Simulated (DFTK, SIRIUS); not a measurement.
Given: the input of a run of SIRIUS 7.12.0 on Rh (Rhodium). 

sirius.json

```json
{
  "control": {
    "processing_unit": "cpu",
    "verbosity": 2,
    "num_bands_to_print": 16,
    "print_forces": true,
    "print_stress": true
  },
  "parameters": {
    "electronic_structure_method": "pseudopotential",
    "xc_functionals": ["XC_GGA_X_PBE_SOL", "XC_GGA_C_PBE_SOL"],
    "gk_cutoff": 9.4,
    "pw_cutoff": 18.8,
    "ngridk": [12, 12, 12],
    "shiftk": [0, 0, 0],
    "smearing": "fermi_dirac",
    "smearing_width": 0.0018374661,
    "num_bands": 16,
    "num_mag_dims": 0,
    "num_dft_iter": 100,
    "energy_tol": 1e-08,
    "density_tol": 1e-06
  },
  "iterative_solver": {
    "type": "davidson",
    "min_tolerance": 1e-10
  },
  "mixer": {
    "type": "anderson",
    "beta": 0.7,
    "max_history": 8
  },
  "settings": {
    "tol_ne": 1e-10,
    "pseudo_grid_cutoff": 6.5
  },
  "unit_cell": {
    "lattice_vectors": [
      [0.0, 3.586416725621, 3.586416725621],
      [3.586416725621, 0.0, 3.586416725621],
      [3.586416725621, 3.586416725621, 0.0]
    ],
    "atom_coordinate_units": "lattice",
    "atom_types": ["Rh"],
    "atom_files": {
      "Rh": "Rh.json"
    },
    "atoms": {
      "Rh": [
        [0.0, 0.0, 0.0]
      ]
    }
  }
}
```

Potentials or basis: PseudoDojo 0.4.1 PBE standard (scalar relativistic).

Launch:

```sh
$ upf_to_json Rh.upf
$ OMP_NUM_THREADS=1 sirius.scf --input=sirius.json --output=out.json --task=0
```

Problem. What does the same run look like in DFTK 0.8.2? Potentials or basis there: SG15 1.2 (PBE), cutoff 1225 eV.

Solution. As run (cutoffs and basis follow the program's own potentials, and thresholds, step limits or extra output files can differ):

File run.jl:

```julia
using DFTK
using PseudoPotentialData
using Unitful, UnitfulAtomic
using LinearAlgebra, Printf
include("save.jl")
disable_threading()

# lattice vectors are the columns
lattice = austrip(1u"Å") * [           0.0        1.89785        1.89785;
                  1.89785            0.0        1.89785;
                  1.89785        1.89785            0.0]
symbols   = [:Rh]
positions = [[0.0, 0.0, 0.0]]
pseudopotentials = Dict(:Rh => "Rh.upf")
elements = Dict(s => ElementPsp(s, pseudopotentials; rcut=10.0) for s in unique(symbols))
atoms    = [elements[s] for s in symbols]

build_model(lattice, positions; symmetries=true) =
    model_DFT(lattice, atoms, positions;
              functionals=PBEsol(),
              temperature=austrip(0.05u"eV"),
              smearing=Smearing.FermiDirac(),
              symmetries)
Ecut  = 45.0  # hartree
kgrid = [12, 12, 12]
tol   = 1e-6
to_GPa = ustrip(uconvert(u"GPa", 1u"hartree/bohr^3"))

model = build_model(lattice, positions)
basis = PlaneWaveBasis(model; Ecut, kgrid)
display(basis)
scfres = self_consistent_field(basis;
                               tol,
                               nbandsalg=AdaptiveBands(model; n_bands_converge=13))
display(scfres.energies)
@printf "Fermi level: %.6f eV\n" ustrip(auconvert(u"eV", something(scfres.εF, NaN)))
forces = compute_forces_cart(scfres)
println("Forces (eV/Å)")
for (s, f) in zip(symbols, forces)
    @printf "%-3s %12.6f %12.6f %12.6f\n" s ustrip.(auconvert.(u"eV/Å", f))...
end
stress = compute_stresses_cart(scfres)
println("Stress (GPa)")
display(round.(stress * to_GPa; digits=4))
println("Levels at the first k-point (eV): ", round.(ustrip.(auconvert.(u"eV", scfres.eigenvalues[1][1:scfres.n_bands_converge])); digits=4))
save_scf!(scfres; forces, stress)
```

Potentials or basis: SG15 1.2 (PBE).

Run with:

```bash
$ julia --threads=1 run.jl  # save.jl only writes the numbers to a file and isn't shown; printed stress counts tension as positive; times include loading and compiling
```

Both were run:

|  | SIRIUS | DFTK |
| --- | --- | --- |
| Pressure | -3.3 GPa | -4.0 GPa |

SIRIUS's potentials were made for PBE. DFTK's potentials were made for PBE.

Pressure is positive in compression.
